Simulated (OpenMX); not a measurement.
The system is Cu2O (Cuprite).

```
Cu O
1.0
     4.26000    0.00000    0.00000
     0.00000    4.26000    0.00000
     0.00000    0.00000    4.26000
Cu O
4 2
Direct
  0.75000 0.25000 0.75000
  0.75000 0.75000 0.25000
  0.25000 0.75000 0.75000
  0.25000 0.25000 0.25000
  0.50000 0.50000 0.50000
  0.00000 0.00000 0.00000
```

Base run:

- Program: OpenMX 3.8.5
- Functional: PBE
- Potentials or basis: OpenMX 2013 PBE set, Cu6.0H-s2p2d1, O6.0-s2p2, grid cutoff 500 Ry
- k mesh: 7 × 7 × 7
- Occupations: fermi-dirac, width 0.05 eV
- Spin: no spin polarisation

Its results: band gap on the k mesh 0.75 eV, direct; pressure 5.5 GPa.

Question: The run is repeated on the same cell with these changes: potentials or basis from OpenMX 2013 PBE set, Cu6.0H-s2p2d1, O6.0-s2p2, grid cutoff 500 Ry to OpenMX 2013 PBE set, Cu6.0H-s3p2d2, O6.0-s2p2d1, grid cutoff 500 Ry. What comes out?

Answer: Band gap on the k mesh 0.55 eV, direct; pressure 6.4 GPa.

Caveats: the basis of atomic orbitals isn't converged, which shifts pressures, moduli and gaps; the transition metal has a single d function, too few for pressures, volumes and moments (some runs).
